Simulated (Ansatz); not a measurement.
# Al (Im-3m) in Ansatz: notebook

One crystal, Al, is run at these levels: revPBE; tasks: single point.

Everything below comes from runs of Ansatz 0.2.0. Logs are shortened: lines on timing, memory, paths and dates and some standing lists are left out, and cuts for length are marked.

## Step 1: The undisturbed crystal

Symmetry: Im-3m, No. 229, cubic system. Conventional cell: a = 3.182 Å, b = 3.182 Å, c = 3.182 Å, α = 90.00°, β = 90.00°, γ = 90.00°. Al (site symmetry m-3m) is surrounded by 8 Al at 2.76 Å.

This isn't the form of Al at room conditions, which is fcc.

## Step 2: Single point, revPBE (volume scaled by 1.08)

input.yaml reads:

```yaml
crystal:
  lattice: { a: 3.26513482, b: 3.26513482, c: 3.26513482, alpha: 90.0, beta: 90.0, gamma: 90.0 }
  space_group: 229
  reduce_to_primitive: true
  atoms:
    - { symbol: Al, wyckoff: "2a", position: [0.0, 0.0, 0.0] }
hamiltonian:
  xc: revpbe
  pseudopotentials: { kind: nc, accuracy: standard }
kpoints:
  mp_grid: { grid: [12, 12, 12] }
scf:
  occupations: { method: fermi_dirac, width: 0.05 }
output:
  forces: true
  stress: true
  eigenvalues: true
  write_density: true
  write_potential: true
  elf: true
  volumetric_format: npy
```

Potentials or basis: PseudoDojo standard (PBE files).

The run is started by

```
ansatz run input.yaml --threads 1 --pin off --max-ram 2560MiB --backend cpu --events-out ev --progress --plain --runs-dir out
```

Output:

```text
Warning: RAYON_NUM_THREADS=1 ignored (pool sized by the plan → 1); use --threads N
crystal.space_group: 229 is read as Im-3m: the typed cell holds Al2 (Al 2a). Least distances (Å): Al–Al 2.828
Engine: ansatz 0.2.0, aarch64-unknown-linux-gnu
Pseudopotentials: kind: nc
Pseudopotential: Al, nc, valence charge 3, recommended cutoff 544.227725 eV (normal), Al.nc.azcp (PseudoDojo's, or run here from an input of PseudoDojo's; its table is named by hamiltonian.pseudopotentials.accuracy)
Functional definition: revPBE
  parameter kappa = 1.245
  parameter beta = 0.06672455060314922
  exchange = pbe_x(kappa = kappa, mu = beta*pi^2/3)
  correlation = pbe_c(beta = beta)
Crystal: 1 atoms, lattice volume = 17.405 Å³
Basis set: ecut = 544.227725 eV, 531 PW (Γ), exchange–correlation on 48×48×48 points (8 copies of the dense FFT grid, shifted against one another)
Bands: 6, of which v1, the nominal top of the filled ones, is band 2 counted from 1 (1 counted from 0)
Symmetry: 48 space group operations
Space group: Im-3m (ITA 229), of the structure as read, at distance tolerance 2.6e-5 Å
k-points: 72 of 1728
Non-local potential: Al, projectors of the file, l = 0: 2, l = 1: 2, l = 2: 2
Initial density: superposition of atomic densities (chi_scale 0.1, normalization cell)
Initial wavefunctions: pseudopotential atomic-orbital guess
Functional: x = revpbe(κ = 1.245, μ = 0.2195149727645171), c = pbe(β = 0.06672455060314922)
SCF iter   1: F=—  HF=-62.987202 eV  |F-HF|=—  |Δ(HF+E_count)|=         —  Δρ=1.94e-2  dr2=7.21e-2  ethr=3.10e-3  ⟨swp⟩=4.8  Hψ=3989  notcnv=0
preconditioner: auto → none  [metal: Δε(μ)=0.090 eV  Ē_g=12.808 eV  σ=0.050 eV  W_gap=0.40  n_scr=0 (ndim 8)  ℏωp=15.4 eV  f_vac=0.000  D(μ)=0.48/eV (n_scr^D=0)]
SCF iter   2: F=—  HF=-62.970847 eV  |F-HF|=—  |Δ(HF+E_count)|=   1.64e-2  Δρ=9.08e-3  dr2=1.56e-2  ethr=2.40e-3  ⟨swp⟩=1.0  Hψ=1008  notcnv=0
SCF iter   3: F=—  HF=-62.966290 eV  |F-HF|=—  |Δ(HF+E_count)|=   4.56e-3  Δρ=1.86e-4  dr2=3.77e-6  ethr=5.21e-4  ⟨swp⟩=2.0  Hψ=704  notcnv=0  defer=30
SCF iter   4: F=—  HF=-62.966311 eV  |F-HF|=—  |Δ(HF+E_count)|=   2.14e-5  Δρ=3.45e-5  dr2=1.03e-7  ethr=3.33e-9  ⟨swp⟩=11.5  Hψ=3300  notcnv=0
SCF iter   5: F=-62.966311 eV  HF=-62.966311 eV  |F-HF|=6.06e-10  |Δ(HF+E_count)|=   7.54e-8  Δρ=2.71e-6  dr2=1.39e-9  ethr=3.33e-9  ⟨swp⟩=6.8  Hψ=1349  notcnv=0
SCF 1 converged in 5 iterations: F = -62.966311 eV  dr2 = 1.39e-9
SCF converged after 5 iterations
Free energy (F): -62.966311 eV
Harris-Foulkes:  -62.966311 eV  (|F-HF|=6.06e-10)
Internal energy: -62.962226 eV  (E = F + TS)
E sigma→0 (E₀):  -62.964269 eV
Entropy (-TS):   -0.004086 eV (-4.086 meV/atom)
Fermi energy:    7.354698 eV
--- Per-component energies (eV) ---
  E_band       = 9.408077
  E_kinetic    = 22.481983
  E_local      = 5.525208  (includes V_loc(G=0)·N_el)
  E_nonlocal   = 10.291367
  E_hartree    = 0.058375
  E_xc         = -29.096560
  E_vxc        = -29.007247  (∫ρ·V_xc dr)
  E_ewald      = -72.222599
  E_smearing   = -0.004086  (= −TS)
  E_closure    = -0.000000  (closes the sum)
  Σ components = -62.966311   (vs F -62.966311, Δ=0.00e0)
--- Forces (eV/Å), atoms counted from 1 ---
  atom   1  Al     0.00000000    -0.00000000    -0.00000000
  max |Σ_I F_I| component: 1.26e-32 eV/Å
--- Stress (GPa, compression-positive) ---
       -1.894203      -0.000000      -0.000000
        0.000000      -1.894203       0.000000
        0.000000       0.000000      -1.894203
  P = ⅓ Tr σ = -1.8942 GPa (-18.942 kbar)
--- Band table (eV; the first three rows and the last of 72) ---
  k-point 0: bands = ["-3.3771", "20.3300", "20.3300", "20.3300", "21.3062", "21.3062"]
  k-point 1: bands = ["-3.1843", "18.1062", "19.0179", "19.6123", "20.6911", "21.8867"]
  k-point 2: bands = ["-2.6072", "14.8074", "17.6324", "18.3212", "19.5246", "20.7500"]
  k-point 71: bands = ["9.1712", "9.1712", "9.1712", "10.4553", "10.4553", "12.3662"]
```

It took 1.1 s on 1 thread of Arm Neoverse V1, shared host; peak memory 0.23 GiB.

Results:

| Property | Result |
| --- | --- |
| Free energy | -62.9663 eV |
| Pressure | -1.9 GPa |
| Band gap on the k mesh | none (metal or under the smearing width) |

Levels at points of the mesh, in eV from the Fermi level:
| k point | band 1 | band 2 | band 3 | band 4 |
| --- | --- | --- | --- | --- |
| (0.00, 0.00, 0.00) | -10.73 | 12.98 | 12.98 | 12.98 |
| (0.00, 0.00, -0.50) | -4.09 | -3.76 | 7.80 | 8.18 |
| (-0.50, -0.50, -0.50) | 1.82 | 1.82 | 1.82 | 3.10 |

Caveat: the potentials were made for another functional, which shifts forces and pressure.

## Step 3: Single point, revPBE (volume scaled by 1.08)

input.yaml reads:

```yaml
crystal:
  lattice:
    - [-1.6325674115, 1.6325674115, 1.6325674115]
    - [1.6325674115, -1.6325674115, 1.6325674115]
    - [1.6325674115, 1.6325674115, -1.6325674115]
  atoms:
    - { symbol: Al, position: [0.0, 0.0, 0.0] }
hamiltonian:
  xc: revpbe
  pseudopotentials: { kind: nc, accuracy: standard }
kpoints:
  mp_grid: { grid: [12, 12, 12] }
scf:
  occupations: { method: fermi_dirac, width: 0.05 }
output:
  forces: true
  stress: true
  eigenvalues: true
```

Potentials or basis: PseudoDojo standard (PBE files).

The run is started by

```
ansatz run input.yaml --threads 1 --pin off --max-ram 2560MiB --backend cpu --events-out ev --progress --plain --runs-dir out
```

Output:

```text
Warning: RAYON_NUM_THREADS=1 ignored (pool sized by the plan → 1); use --threads N
Engine: ansatz 0.2.0, aarch64-unknown-linux-gnu
Pseudopotentials: kind: nc
Pseudopotential: Al, nc, valence charge 3, recommended cutoff 544.227725 eV (normal), Al.nc.azcp (PseudoDojo's, or run here from an input of PseudoDojo's; its table is named by hamiltonian.pseudopotentials.accuracy)
Functional definition: revPBE
  parameter kappa = 1.245
  parameter beta = 0.06672455060314922
  exchange = pbe_x(kappa = kappa, mu = beta*pi^2/3)
  correlation = pbe_c(beta = beta)
Crystal: 1 atoms, lattice volume = 17.405 Å³
Basis set: ecut = 544.227725 eV, 531 PW (Γ), exchange–correlation on 48×48×48 points (8 copies of the dense FFT grid, shifted against one another)
Bands: 6, of which v1, the nominal top of the filled ones, is band 2 counted from 1 (1 counted from 0)
Symmetry: 48 space group operations
Space group: Im-3m (ITA 229), of the structure as read, at distance tolerance 2.6e-5 Å
k-points: 72 of 1728
Non-local potential: Al, projectors of the file, l = 0: 2, l = 1: 2, l = 2: 2
Initial density: superposition of atomic densities (chi_scale 0.1, normalization cell)
Initial wavefunctions: pseudopotential atomic-orbital guess
Functional: x = revpbe(κ = 1.245, μ = 0.2195149727645171), c = pbe(β = 0.06672455060314922)
SCF iter   1: F=—  HF=-62.987202 eV  |F-HF|=—  |Δ(HF+E_count)|=         —  Δρ=1.94e-2  dr2=7.21e-2  ethr=3.10e-3  ⟨swp⟩=4.8  Hψ=3989  notcnv=0
preconditioner: auto → none  [metal: Δε(μ)=0.090 eV  Ē_g=12.808 eV  σ=0.050 eV  W_gap=0.40  n_scr=0 (ndim 8)  ℏωp=15.4 eV  f_vac=0.000  D(μ)=0.48/eV (n_scr^D=0)]
SCF iter   2: F=—  HF=-62.970847 eV  |F-HF|=—  |Δ(HF+E_count)|=   1.64e-2  Δρ=9.08e-3  dr2=1.56e-2  ethr=2.40e-3  ⟨swp⟩=1.0  Hψ=1008  notcnv=0
SCF iter   3: F=—  HF=-62.966290 eV  |F-HF|=—  |Δ(HF+E_count)|=   4.56e-3  Δρ=1.86e-4  dr2=3.77e-6  ethr=5.21e-4  ⟨swp⟩=2.0  Hψ=704  notcnv=0  defer=30
SCF iter   4: F=—  HF=-62.966311 eV  |F-HF|=—  |Δ(HF+E_count)|=   2.15e-5  Δρ=3.45e-5  dr2=1.03e-7  ethr=3.33e-9  ⟨swp⟩=8.5  Hψ=2768  notcnv=0
SCF iter   5: F=-62.966311 eV  HF=-62.966311 eV  |F-HF|=6.07e-10  |Δ(HF+E_count)|=   7.52e-8  Δρ=2.71e-6  dr2=1.40e-9  ethr=3.33e-9  ⟨swp⟩=4.0  Hψ=1018  notcnv=0
SCF 1 converged in 5 iterations: F = -62.966311 eV  dr2 = 1.40e-9
SCF converged after 5 iterations
Free energy (F): -62.966311 eV
Harris-Foulkes:  -62.966311 eV  (|F-HF|=6.07e-10)
Internal energy: -62.962226 eV  (E = F + TS)
E sigma→0 (E₀):  -62.964269 eV
Entropy (-TS):   -0.004086 eV (-4.086 meV/atom)
Fermi energy:    7.354698 eV
--- Per-component energies (eV) ---
  E_band       = 9.408077
  E_kinetic    = 22.481983
  E_local      = 5.525208  (includes V_loc(G=0)·N_el)
  E_nonlocal   = 10.291367
  E_hartree    = 0.058375
  E_xc         = -29.096560
  E_vxc        = -29.007246  (∫ρ·V_xc dr)
  E_ewald      = -72.222599
  E_smearing   = -0.004086  (= −TS)
  E_closure    = 0.000000  (closes the sum)
  Σ components = -62.966311   (vs F -62.966311, Δ=0.00e0)
--- Forces (eV/Å), atoms counted from 1 ---
  atom   1  Al     0.00000000    -0.00000000     0.00000000
  max |Σ_I F_I| component: 3.60e-33 eV/Å
--- Stress (GPa, compression-positive) ---
       -1.894202      -0.000000       0.000000
        0.000000      -1.894202       0.000000
       -0.000000      -0.000000      -1.894202
  P = ⅓ Tr σ = -1.8942 GPa (-18.942 kbar)
--- Band table (eV; the first three rows and the last of 72) ---
  k-point 0: bands = ["-3.3771", "20.3300", "20.3300", "20.3300", "21.3062", "21.3062"]
  k-point 1: bands = ["-3.1843", "18.1062", "19.0179", "19.6123", "20.6911", "21.8867"]
  k-point 2: bands = ["-2.6072", "14.8074", "17.6324", "18.3212", "19.5246", "20.7500"]
  k-point 71: bands = ["9.1712", "9.1712", "9.1712", "10.4553", "10.4553", "12.3662"]
```

Run time: 0.8 s. Hardware: 1 thread of Arm Neoverse V1, shared host; peak memory 0.23 GiB.

Results:

```
Free energy            : -62.9663 eV
Pressure               : -1.9 GPa
Band gap on the k mesh : none (metal or under the smearing width)
```

Caveat: the potentials were made for another functional, which shifts forces and pressure.

## Step 4: The reference run

An earlier run on the cell as given: functional PBE; potentials or basis Ansatz PAW; cutoff 420 eV (not typed: the program's choice for these potentials); k mesh 12 × 12 × 12; occupations fermi-dirac, width 0.05 eV; no spin polarisation.

- Pressure: 3.8 GPa
- Band gap on the k mesh: none (metal or under the smearing width)
